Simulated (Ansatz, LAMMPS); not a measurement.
# Amorphous TiO2 at 3.05 g/cm^3 (84 atoms): geometry optimisation, part 4 of 4

Wanted: the relaxed structure of amorphous TiO2 at 3.05 g/cm^3 (84 atoms) and its electronic structure.

Ansatz 0.2.0; Kohn-Sham DFT, PBE, PAW (set soft_2), plane waves.

The cell: 28 Ti and 56 O. The quench rate of 50 K/ps far exceeds what a furnace or splat quench reaches. The network of bonds at the start is that of the classical potential that made the cell. Only the Γ point is sampled in the main run, in a cell whose shortest periodic width is 11 Å.

So far. Step 4 (Relaxation): The relaxation changed the energy by -48.4 meV/atom, and atoms moved by 0.38 Å r.m.s., 0.94 Å at most. Step 7 (K-mesh 2×2×2): Forces differ from those of the single point at the relaxed geometry by 9.2 meV/Å r.m.s.; the energy by +0.38 meV/atom and the gap by -0.024 eV. It took 3.8 min and 12 cycles; the reference's time can't be set against it, since the two runs asked for unlike analyses.

### Step 8. Functional HSE06

HSE06 mixes in a quarter of exact exchange at short range, which counters self-interaction, at a higher cost.

This step: Kohn-Sham DFT, HSE06, PAW (set soft_2), plane waves (Ansatz 0.2.0).

input.yaml reads:

```yaml
crystal:
  lattice:
    - [10.6745, 0.0, 0.0]
    - [0.0, 10.6745, 0.0]
    - [0.0, 0.0, 10.6745]
  atoms:
    [... the 84 atom lines of step 6 ...]
kpoints:
  mp_grid: { grid: [1, 1, 1] }
hamiltonian:
  xc: hse06
scf:
  occupations: { method: fermi_dirac, width: 0.025 }
output:
  forces: true
  stress: true
  populations: true
  dos:
    method: { smearing: { sigma: 0.08 } }
    de: 0.05
    projected: { site_lists: { O: [O], Ti: [Ti] } }
  eigenvalues: true
```

Command:

```console
> ansatz run input.yaml --threads 4 --pin off --max-ram 8192MiB --backend cpu --events-out ev --progress --plain --runs-dir out
```

Numbers of over 12 decimals in the logs are rounded to 6 here.

Output:

```text
Warning: output.stress: scf.convergence.dr2_threshold = 1e-7 eV (the SCF's general default) is looser than the 1.6e-9 eV advised for a printed stress (1e-10 eV for each atom of the cell: 84, of which 16 are counted). What an SCF threshold leaves in a stress goes as its square root, and in the free energy as the threshold itself, and one threshold admits the most on a small cell: [...]
Warning: output.stress: scf.exx.energy_threshold = 1e-6 eV is looser than the 1.6e-7 eV advised for a stress under a hybrid functional (1e-8 eV for each atom of the cell: 84, of which 16 are counted). Every SCF of the exchange loop can meet its threshold on dr2 while the loop round them stops early: [...]
exact exchange: scf.exx.singularity resolves to wigner_seitz, which cuts the screened interaction at the faces of the exchange supercell's Wigner-Seitz cell, so that each pair interacts once, at the shortest of its separations (the periodic images that this leaves out come, [...]
[...]
Crystal: 84 atoms, lattice volume = 1216.305 Å³
Basis set: ecut = 420 eV, 23847 PW (Γ), exchange–correlation on 144×144×144 points (8 copies of the dense FFT grid, shifted against one another)
Bands: 420, of which v1, the nominal top of the filled ones, is band 336 counted from 1 (335 counted from 0)
Symmetry: 1 space group operations
[...]
k-points: 1
[...]
SCF iter   1: F=—  HF=-101876.984405 eV  |F-HF|=—  |Δ(HF+E_count)|=         —  Δρ=3.98e-3  dr2=1.90e-1  ethr=1.77e-3  ⟨swp⟩=6.0  Hψ=1738  notcnv=0
[...]
SCF iter   5: F=-101876.996979 eV  HF=-101876.996910 eV  |F-HF|=6.83e-5  |Δ(HF+E_count)|=   2.96e-3  Δρ=2.47e-4  dr2=4.42e-4  ethr=6.56e-8  ⟨swp⟩=5.0  Hψ=2078  notcnv=0  defer=1
SCF 1 stopped early in 5 iterations: F = -101876.996979 eV  dr2 = 4.42e-4
[...]
Exchange kernel: α = 0.2500, screened, ω = 0.2079 Å⁻¹, Wigner–Seitz truncation, v(0) = 935.6952 eV·Å³, q-mesh 1×1×1, nearest image of the exchange supercell L = 10.67 Å, pair-density grid 54×54×54, without the augmentation charges, whose exchange is taken in its separable form (sized by the pseudopotential files, [...]
Frozen-core exchange: fock
SCF iter   1: F=—  HF=-101855.734431 eV  |F-HF|=—  |Δ(HF+E_count)|=         —  Δρ=2.96e-2  dr2=1.53e1  ethr=6.58e-7  ⟨swp⟩=15.0  Hψ=2473  notcnv=0
[...]
SCF iter   7: F=—  HF=-101852.379041 eV  |F-HF|=—  |Δ(HF+E_count)|=   1.19e-3  Δρ=3.05e-4  dr2=9.46e-4  ethr=6.58e-7  ⟨swp⟩=2.0  Hψ=756  notcnv=0
SCF iter   8: F=-101852.378876 eV  HF=-101852.378917 eV  |F-HF|=4.10e-5  |Δ(HF+E_count)|=   1.24e-4  Δρ=6.40e-5  dr2=1.66e-4  ethr=1.23e-7  ⟨swp⟩=4.0  Hψ=926  notcnv=0
SCF 2 stopped early in 8 iterations: F = -101852.378876 eV  dr2 = 1.66e-4
  Residual-converged pass: ⟨swp⟩=4.0  Hψ=1297  notcnv=0  max |occ|·‖R‖ = 4.8e-6 eV (tolerance 6.7e-6 eV)  dr2=1.69e-4  dr2_onsite=4.59e-6  max |Δocc| = 0.0e0
hybrid outer 1: dexx = +7.160e-1 eV, tail = 1.57e-3 eV
[...]
Frozen-core exchange: fock
SCF iter   1: F=—  HF=-101852.368409 eV  |F-HF|=—  |Δ(HF+E_count)|=         —  Δρ=2.73e-4  dr2=1.09e-3  ethr=1.17e-6  ⟨swp⟩=11.0  Hψ=1335  notcnv=0
[...]
SCF iter   9: F=—  HF=-101852.368223 eV  |F-HF|=—  |Δ(HF+E_count)|=   2.33e-8  Δρ=1.03e-6  dr2=1.31e-8  ethr=1.25e-11 (applied; sched 2.32e-12)  ⟨swp⟩=4.0  Hψ=983  notcnv=0
SCF iter  10: F=-101852.368223 eV  HF=-101852.368223 eV  |F-HF|=6.55e-10  |Δ(HF+E_count)|=   2.40e-9  Δρ=3.93e-7  dr2=3.30e-9  ethr=9.61e-12 (applied; sched 1.58e-12)  ⟨swp⟩=2.0  Hψ=756  notcnv=0
SCF 3 converged in 10 iterations: F = -101852.368223 eV  dr2 = 3.30e-9
[...]
hybrid outer 2: dexx = +9.326e-5 eV, tail = 3.55e-7 eV, Δε = 1.02e-2 eV (about 1.64e-4 eV left of the loop's levels), ΔF = 3.96e-2 eV/Å (tail 2.83e-3)
[...]
Frozen-core exchange: fock
SCF iter   1: F=—  HF=-101852.368227 eV  |F-HF|=—  |Δ(HF+E_count)|=         —  Δρ=2.96e-6  dr2=1.32e-7  ethr=2.64e-10  ⟨swp⟩=20.0  Hψ=1735  notcnv=0
[...]
SCF iter   3: F=-101852.368227 eV  HF=-101852.368227 eV  |F-HF|=6.14e-9  |Δ(HF+E_count)|=   3.66e-8  Δρ=7.64e-7  dr2=7.36e-9  ethr=5.41e-12 (applied; sched 1.12e-12)  ⟨swp⟩=16.0  Hψ=1407  notcnv=0  defer=1
SCF 4 converged in 3 iterations: F = -101852.368227 eV  dr2 = 7.36e-9
[...]
hybrid SCF converged: 3 outer / 21 inner (+5 warm-up), last move |dexx| = 5.23e-8 eV, tail = 1.59e-8 eV
Stability not checked: this state was not tested for a lower state beside it, because the functional holds exact exchange (a hybrid, or Hartree-Fock), whose exchange loop this test does not read (fock_operator; see scf.lower_state_search)
Free energy (F): -101852.368227 eV
Frozen-core exchange: fock
[...]
Internal energy: -101852.368227 eV  (E = F + TS)
E sigma→0 (E₀):  -101852.368227 eV
Fermi energy:    5.436969 eV
[...]
Σ components = -101852.368227   (vs F -101852.368227, Δ=-1.46e-11)
--- Forces (eV/Å), atoms counted from 1 ---
  atom   1  Ti    -0.02715303     0.10035213    -0.27580638
  atom   2  Ti    -0.21918838    -0.33626712     0.02211484
  atom   3  Ti    -0.00864369    -0.01561442    -0.13014220
  atom   4  Ti    -0.10684402    -0.03114390     0.08214078
[...]
atom  84  O     -0.01294125     0.08827549    -0.15959600
  max |Σ_I F_I| component: 8.91e-5 eV/Å
--- Stress (GPa, compression-positive) ---
       -5.348839       0.232879       0.206179
        0.232879      -4.664376       0.206552
        0.206179       0.206552      -4.347211
  P = ⅓ Tr σ = -4.7868 GPa (-47.868 kbar)
--- Band table (eV) ---
[...]
--- Löwdin populations: 84 sites ---
  site symbol       q [e]
     0     Ti     10.5055
     1     Ti     10.4661
     2     Ti     10.4716
[...]
83      O      6.7643
  spilling = 0.004104 (of n_electrons = 672.000000)
```

Wall time 8.1 min (4 threads of Arm Neoverse V1, shared host); peak memory 4.2 GiB; 31 min of CPU time.

The program notes that the exchange threshold is loose for the stress and the SCF threshold is loose for the stress.

Geometry and reference: those of the single point at the relaxed geometry.

Forces differ from those of the single point at the relaxed geometry by 184 meV/Å r.m.s.; the pressure by -5.2 GPa and the gap by +1.6 eV. It took 8.1 min and 26 cycles; the reference's time can't be set against it, since the two runs asked for unlike analyses.

The run gave:

```
free energy                                      : -101852.3682 eV
free energy per atom                             : -1212.5282 eV/atom
SCF cycles                                       : 26
pressure                                         : -4.787 GPa
r.m.s. force component                           : 0.1846 eV/Å
longest force                                    : 0.74 eV/Å
Fermi energy                                     : 5.437 eV
gap (highest filled to lowest empty level) : 4.499 eV
spilling of the projection                       : 0.004104
```

Length of the force by element and coordination:

| element | coordination | atoms | mean length of the force (eV/Å) | spread | least | most |
| --- | --- | --- | --- | --- | --- | --- |
| O | all | 56 | 0.307 | 0.138 | 0.0846 | 0.74 |
| O | 2 | 39 | 0.331 | 0.147 | 0.0846 | 0.74 |
| O | 3 | 17 | 0.252 | 0.0935 | 0.127 | 0.421 |
| Ti | all | 28 | 0.265 | 0.101 | 0.107 | 0.408 |
| Ti | 4 | 11 | 0.198 | 0.0872 | 0.107 | 0.401 |
| Ti | 5 | 17 | 0.309 | 0.083 | 0.138 | 0.408 |

Löwdin charges by element and coordination (they lack the spilled electrons, 0.033 e an atom on average):

| element | coordination | atoms | mean charge (e) | spread | least | most |
| --- | --- | --- | --- | --- | --- | --- |
| O | all | 56 | -0.707 | 0.0438 | -0.806 | -0.629 |
| O | 2 | 39 | -0.683 | 0.0265 | -0.736 | -0.629 |
| O | 3 | 17 | -0.761 | 0.0202 | -0.806 | -0.720 |
| Ti | all | 28 | 1.51 | 0.0139 | 1.49 | 1.54 |
| Ti | 4 | 11 | 1.51 | 0.013 | 1.49 | 1.53 |
| Ti | 5 | 17 | 1.51 | 0.0143 | 1.49 | 1.54 |

States in the cell by windows of 1 eV, zero at the Fermi level; the larger projections on atomic orbitals stand beside the total:

| from (eV) | to (eV) | total | O p | Ti d |
| --- | --- | --- | --- | --- |
| -10 | -7 | 0.0 | 0.0 | 0.0 |
| -7 | -6 | 44.7 | 31.7 | 10.4 |
| -6 | -5 | 105.5 | 77.2 | 24.0 |
| -5 | -4 | 65.7 | 53.8 | 9.8 |
| -4 | -3 | 73.0 | 64.7 | 6.6 |
| -3 | -2 | 47.1 | 44.1 | 2.2 |
| -2 | 2 | 0.0 | 0.0 | 0.0 |
| 2 | 3 | 43.8 | 2.8 | 39.3 |
| 3 | 4 | 72.2 | 8.6 | 58.8 |

Between -26 and -10 eV lie 112 more states.

The stored curve holds about 448 of the 672 electrons; the rest, give or take the few that broadening carries across the Fermi level, lie in deeper levels below its range.

The levels nearest the highest filled one (over half full), pooled over k-points and spins:

| level less the highest filled one (eV) | occupation |
| --- | --- |
| -0.301 | 2 |
| -0.237 | 2 |
| -0.225 | 2 |
| -0.167 | 2 |
| -0.0625 | 2 |
| 0 | 2 |
| 4.50 | 0 |
| 4.54 | 0 |
| 4.64 | 0 |
| 4.66 | 0 |
| 4.71 | 0 |
| 4.74 | 0 |

### Step 9. Functional r2SCAN (500 eV)

The meta-GGA r2SCAN uses the kinetic energy density as well as the density and its gradient. Besides, the cutoff goes from 420 to 500 eV.

This step: Kohn-Sham DFT, r2SCAN, PAW (set soft_2), plane waves (Ansatz 0.2.0).

input.yaml: that of step 8 with these lines changed.

```diff
@@ -10,3 +10,3 @@
 hamiltonian:
-  xc: hse06
+  xc: r2scan
 scf:
```

Output:

```text
[...]
Crystal: 84 atoms, lattice volume = 1216.305 Å³
Basis set: ecut = 500 eV, 31031 PW (Γ), exchange–correlation on 320×320×320 points (64 copies of the dense FFT grid, shifted against one another)
Bands: 420, of which v1, the nominal top of the filled ones, is band 336 counted from 1 (335 counted from 0)
Symmetry: 1 space group operations
[...]
k-points: 1
[...]
SCF iter   1: F=—  HF=-102084.009179 eV  |F-HF|=—  |Δ(HF+E_count)|=         —  Δρ=2.26e-2  dr2=7.35e0  dr2_τ=5.26e0  ethr=1.77e-3  ⟨swp⟩=5.0  Hψ=1563  notcnv=0  defer=35
[...]
SCF iter  12: F=—  HF=-102084.106556 eV  |F-HF|=—  |Δ(HF+E_count)|=   1.37e-7  Δρ=2.81e-6  dr2=1.19e-7  dr2_τ=1.05e-8  ethr=1.49e-11  ⟨swp⟩=12.0  Hψ=1791  notcnv=0
SCF iter  13: F=-102084.106556 eV  HF=-102084.106556 eV  |F-HF|=1.23e-8  |Δ(HF+E_count)|=   4.11e-8  Δρ=1.45e-6  dr2=3.12e-8  dr2_τ=2.99e-9  ethr=1.49e-11  ⟨swp⟩=3.0  Hψ=1090  notcnv=0
SCF 1 converged in 13 iterations: F = -102084.106556 eV  dr2 = 3.12e-8
[...]
SCF converged after 13 iterations
Free energy (F): -102084.106556 eV
[...]
Internal energy: -102084.106556 eV  (E = F + TS)
E sigma→0 (E₀):  -102084.106556 eV
Fermi energy:    5.494158 eV
[...]
Σ components = -102084.106556   (vs F -102084.106556, Δ=0.00e0)
--- Forces (eV/Å), atoms counted from 1 ---
  atom   1  Ti    -0.02628695     0.03800294    -0.03025711
  atom   2  Ti    -0.03363059    -0.09326966    -0.00687291
  atom   3  Ti    -0.00674845    -0.00886562    -0.01912689
  atom   4  Ti    -0.03379661    -0.00055904     0.03668164
[...]
atom  84  O     -0.02259100     0.02558491    -0.07127067
  max |Σ_I F_I| component: 2.48e-4 eV/Å
--- Stress (GPa, compression-positive) ---
       -3.481094       0.158197       0.203381
        0.158199      -2.896173       0.147562
        0.203380       0.147562      -2.633635
  P = ⅓ Tr σ = -3.0036 GPa (-30.036 kbar)
--- Band table (eV) ---
[...]
--- Löwdin populations: 84 sites ---
  site symbol       q [e]
     0     Ti     10.5950
     1     Ti     10.5573
     2     Ti     10.5621
[...]
83      O      6.7236
  spilling = 0.003615 (of n_electrons = 672.000000)
```

It took 60 s on 4 threads; peak memory 3.3 GiB.

Geometry and reference: those of the single point at the relaxed geometry.

Forces differ from those of the single point at the relaxed geometry by 67 meV/Å r.m.s.; the pressure by -3.5 GPa and the gap by +0.38 eV. It took 60 s and 13 cycles; the reference's time can't be set against it, since the two runs asked for unlike analyses.

### Step 10. Functional PBEsol

PBEsol restores the gradient expansion of exchange for slowly varying densities and usually gives shorter bonds in solids than PBE.

This step: Kohn-Sham DFT, PBEsol, PAW (set soft_2), plane waves (Ansatz 0.2.0).

input.yaml: that of step 9 with these lines changed.

```diff
@@ -10,3 +10,3 @@
 hamiltonian:
-  xc: r2scan
+  xc: pbesol
 scf:
```

Output:

```text
[...]
Crystal: 84 atoms, lattice volume = 1216.305 Å³
Basis set: ecut = 420 eV, 23847 PW (Γ), exchange–correlation on 144×144×144 points (8 copies of the dense FFT grid, shifted against one another)
Bands: 420, of which v1, the nominal top of the filled ones, is band 336 counted from 1 (335 counted from 0)
Symmetry: 1 space group operations
[...]
k-points: 1
[...]
SCF iter   1: F=—  HF=-100784.102942 eV  |F-HF|=—  |Δ(HF+E_count)|=         —  Δρ=1.53e-2  dr2=2.60e0  ethr=1.77e-3  ⟨swp⟩=5.0  Hψ=1562  notcnv=0  defer=35
[...]
SCF iter  12: F=—  HF=-100783.606791 eV  |F-HF|=—  |Δ(HF+E_count)|=   3.14e-7  Δρ=3.93e-6  dr2=2.53e-7  ethr=2.45e-10  ⟨swp⟩=2.0  Hψ=534  notcnv=0  defer=75
SCF iter  13: F=-100783.606791 eV  HF=-100783.606791 eV  |F-HF|=1.19e-8  |Δ(HF+E_count)|=   1.17e-7  Δρ=2.23e-6  dr2=6.99e-8  ethr=1.49e-11  ⟨swp⟩=11.0  Hψ=1850  notcnv=0
SCF 1 converged in 13 iterations: F = -100783.606791 eV  dr2 = 6.99e-8
[...]
SCF converged after 13 iterations
Free energy (F): -100783.606791 eV
[...]
Internal energy: -100783.606791 eV  (E = F + TS)
E sigma→0 (E₀):  -100783.606791 eV
Fermi energy:    5.562010 eV
[...]
Σ components = -100783.606791   (vs F -100783.606791, Δ=0.00e0)
--- Forces (eV/Å), atoms counted from 1 ---
  atom   1  Ti    -0.03249299     0.00972418    -0.07536279
  atom   2  Ti    -0.03037836    -0.05296221    -0.01124155
  atom   3  Ti     0.00142458     0.05785199    -0.05674127
  atom   4  Ti     0.03209894    -0.09036882    -0.01463908
[...]
atom  84  O     -0.04357939     0.00430551    -0.09939781
  max |Σ_I F_I| component: 5.68e-5 eV/Å
--- Stress (GPa, compression-positive) ---
       -4.124763       0.135234       0.157139
        0.135234      -3.617306       0.134834
        0.157139       0.134834      -3.382920
  P = ⅓ Tr σ = -3.7083 GPa (-37.083 kbar)
--- Band table (eV) ---
[...]
--- Löwdin populations: 84 sites ---
  site symbol       q [e]
     0     Ti     10.7047
     1     Ti     10.6694
     2     Ti     10.6694
[...]
83      O      6.6659
  spilling = 0.003634 (of n_electrons = 672.000000)
```

The job ended after 25 s (4 threads; peak memory 1.6 GiB).

Geometry and reference: those of the single point at the relaxed geometry.

Forces differ from those of the single point at the relaxed geometry by 82 meV/Å r.m.s.; the pressure by -4.2 GPa and the gap by -0.026 eV.

### Step 11. What each setting buys

Each row is set against the single point at the relaxed geometry (Kohn-Sham DFT, PBE, PAW (set soft_2), plane waves; r.m.s. force component 0.00967 eV/Å). Energies are set beside the reference only for runs with its functional, potentials and electron count. Times are for 4 threads of Arm Neoverse V1, shared host. The reference's time includes grids, which some other runs skip.

| run | Δ force, r.m.s. (meV/Å) | Δ energy (meV/atom) | Δ pressure (GPa) | Δ gap (eV) | cycles | time | host memory (GiB) |
| --- | --- | --- | --- | --- | --- | --- | --- |
| reference | - | - | - | - | 12 | 26 s | 1.6 |
| k-mesh 2×2×2 | 9.24 | 0.376 | -0.0014 | -0.0237 | 12 | 3.8 min | 6.3 |
| functional HSE06 | 184 | - | -5.24 | 1.56 | 26 | 8.1 min | 4.2 |
| functional r2SCAN (500 eV) | 66.9 | - | -3.46 | 0.379 | 13 | 60 s | 3.3 |
| functional PBEsol | 81.5 | - | -4.16 | -0.0262 | 13 | 25 s | 1.6 |

### Step 12. What came out

```yaml
energy_change_in_the_relaxation: -48.44 meV/atom
r_m_s_displacement: 0.381 Å
largest_displacement: 0.936 Å
free_energy_per_atom: -1212.8195 eV/atom
pressure: 0.4556 GPa
r_m_s_force_component: 0.00967 eV/Å
spacing_of_highest_filled_and_lowest_empty_level: 2.939 eV
wall_time_of_the_7_dft_runs: 17 min
```

Relaxation lowers the energy by 48.4 meV/atom and moves atoms by 0.38 Å r.m.s.; the r.m.s. force component goes from 0.58 to 0.0097 eV/Å. By the final cutoffs 0 of 120 bonded pairs parted and 9 joined. First to last step the energy falls by 4.069 eV; the largest move, 0.94 Å, is that of O44. The O-Ti bonds go from 1.837 Å (spread 0.122) to 1.898 Å (spread 0.134), and their number from 120 to 129. Counting bonds as in the table, 70 % of O atoms have 2 and 61 % of Ti atoms have 5 bonded neighbours. Filled and empty levels are parted by 2.94 eV (at Γ alone); a semilocal functional tends to put such gaps too low. In a disordered cell it changes from sample to sample, and tail or defect levels can set it.

Among the changes of functional, dispersion, potentials or spin set against this reference, functional HSE06 moves the forces most, by 184 meV/Å r.m.s. The gap changes by +1.56 eV with HSE06.

What to keep in mind: The starting topology of bonds comes from the classical model; in DFT 0 of its 120 bonded pairs passed out of the cutoffs and 9 came within them.

[Logs are printed without paths, hosts, clocks, repeated set-up lines and the standing remarks that a program may print on its own settings, such as how far it seeks lower states.]

[Hosts, paths, dates, database ids (printed as entryN), source tags and the programs' standing remarks are cut or masked in the printed files.]
